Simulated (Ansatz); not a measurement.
# In2GaP3: the cost of one run

Method: DFT PBE, scalar-relativistic, plane waves, PAW, in Ansatz 0.2.0.

3 further runs of the same task are left out: 2 that didn't finish, 1 set aside as unsound or not needed.

**1. Starting point**

The structure is tetragonal, space group I4/mmm (No. 139). The conventional cell has a = 3.939 Å, b = 3.939 Å, c = 16.712 Å, α = 90.00°, β = 90.00°, γ = 90.00°. In (site symmetry 4mm) has 6 P at 2.79 Å as nearest neighbours. Around Ga (site symmetry 4/mmm) lie 6 P at 2.79 Å. P (site symmetry 4/mmm) is surrounded by 4 Ga at 2.79 Å and 2 In at 2.79 Å. P (site symmetry 4mm) is surrounded by 5 In at 2.79 Å and 1 Ga at 2.79 Å.

As a file:

```
In Ga P
1.0
    -1.96959    1.96959    8.35625
     1.96959   -1.96959    8.35625
     1.96959    1.96959   -8.35625
In Ga P
2 1 3
Direct
  0.83333 0.83333 0.00000
  0.16667 0.16667 0.00000
  0.50000 0.50000 0.00000
  0.00000 0.00000 0.00000
  0.66667 0.66667 0.00000
  0.33333 0.33333 0.00000
```

The start is an ordering of an alloy on its end members' structure types: elements ordered on the sites of the InP type, Ga/In on In (I4/mmm, No. 139).

**2. The guess as it stands, on a coarse mesh**

Input file input.yaml:

```yaml
crystal:
  lattice:
    - [-1.96958612, 1.96958612, 8.35624623]
    - [1.96958612, -1.96958612, 8.35624623]
    - [1.96958612, 1.96958612, -8.35624623]
  atoms:
    - { symbol: In, position: [0.83333333, 0.83333333, 0.0] }
    - { symbol: In, position: [0.16666667, 0.16666667, 0.0] }
    - { symbol: Ga, position: [0.5, 0.5, 0.0] }
    - { symbol: P, position: [0.0, 0.0, 0.0] }
    - { symbol: P, position: [0.66666667, 0.66666667, 0.0] }
    - { symbol: P, position: [0.33333333, 0.33333333, 0.0] }
basis:
  ecutwfc: 420
kpoints:
  mp_grid: { grid: [6, 6, 6] }
hamiltonian:
  xc: pbe
scf:
  occupations: { method: gaussian, width: 0.1 }
  lower_state_search: "off"
output:
  forces: true
  stress: true
  eigenvalues: true
```

Run with:

```bash
ansatz run input.yaml --threads 1 --pin off --max-ram 2560MiB --backend cpu --events-out ev --progress --plain --runs-dir out
```

Q: Estimate wall time and peak memory on 1 thread of Arm Neoverse V2, shared host.

About 11 s, with a peak of 0.42 GiB.
